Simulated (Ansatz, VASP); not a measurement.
## Al2Pt: VASP beside Ansatz

```
CELL_PARAMETERS angstrom
0.00000 2.97319 2.97319
2.97319 0.00000 2.97319
2.97319 2.97319 0.00000
ATOMIC_POSITIONS crystal
Al 0.25000 0.25000 0.25000
Al 0.75000 0.75000 0.75000
Pt 0.00000 0.00000 0.00000
```

Alike in both runs: functional PBE; k mesh 14 × 14 × 14; occupations gaussian, width 0.1 eV; no spin polarisation.

Ansatz relaxed the structure, and its values are those at the end. VASP's run is a single point on that final structure, the one shown.

|  | VASP | Ansatz |
| --- | --- | --- |
| version | VASP 6.6.1 | Ansatz 0.2.0 |
| potentials or method | VASP PAW PBE potentials, release 64 (Al, Pt) | scalar-relativistic, plane waves, PAW |
| plane-wave cutoff (eV) | 520 | 420 |
| valence electrons in the cell | 16 | 24 |

|  | VASP | Ansatz | Ansatz less VASP |
| --- | --- | --- | --- |
| gap on the k mesh at the Fermi level (eV) | none | none | - |
| pressure (GPa) | -0.2 | 0.0 | +0.16 |

A gap of «none» marks a metal or a gap that the smearing closes. The two sets of potentials don't hold the same shells in valence.

The runs have no spin-orbit coupling, so splittings on Pt are missing.
